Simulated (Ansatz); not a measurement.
# Sn: one input, then a changed one

The cell is COD entry 9008568, as deposited and not checked against the literature; nothing was relaxed.

First run: DFT, r2SCAN, PAW with Ansatz's default frozen-core files, scalar-relativistic (Ansatz 0.2.0).

Command: `ansatz run input.yaml --threads 1 --pin off --max-ram 2048MiB --backend cpu --events-out ev --progress --plain --runs-dir out` The run took 5.1 s on 1 thread of Intel(R) Xeon(R) 6975P-C (Granite Rapids), on a shared host, peak memory 0.64 GiB.

```yaml
crystal:
  lattice:
    - [0.0, 3.2456, 3.2456]
    - [3.2456, 0.0, 3.2456]
    - [3.2456, 3.2456, 0.0]
  atoms:
    - { symbol: Sn, position: [0.5, 0.5, 0.5] }
    - { symbol: Sn, position: [0.75, 0.75, 0.75] }
kpoints:
  mp_grid: { grid: [9, 9, 9] }
  band_path:
    path:
      - [0.0, 0.0, 0.0]
      - [0.5, 0.0, 0.5]
      - [0.625, 0.25, 0.625]
      - [0.375, 0.375, 0.75]
      - [0.0, 0.0, 0.0]
      - [0.5, 0.5, 0.5]
      - [0.5, 0.25, 0.75]
      - [0.5, 0.0, 0.5]
    npoints: 5
scf:
  occupations: { method: fermi_dirac, width: 0.03 }
hamiltonian:
  xc: r2scan
  pseudopotentials: { kind: paw }
output:
  forces: true
  stress: true
  eigenvalues: true
  efg: { contact_densities: true }
```

Result: converged; pressure 1.61 GPa; no gap on the k mesh; 6 SCF iterations.

No spin–orbit coupling, which matters for the heavy atoms here.

The input is then changed:

```diff
@@ -21,5 +21,7 @@
     npoints: 5
 scf:
-  occupations: { method: fermi_dirac, width: 0.03 }
+  occupations: { method: tetrahedron_uncorrected }
+  algorithm: direct_min
+  lower_state_search: "off"
 hamiltonian:
   xc: r2scan
```

Problem. Predict the outcome of the changed run.

Solution. It was refused before any iteration. The program says:
```
Error: inconsistent input (scf.algorithm, scf.occupations.method): direct minimisation with tetrahedron occupations — the free energy that is minimised is that of smeared or fixed occupations, and a tetrahedron fill has neither; use a smearing scheme or fixed occupations, or the default algorithm without scf.convergence.dm_fallback
```
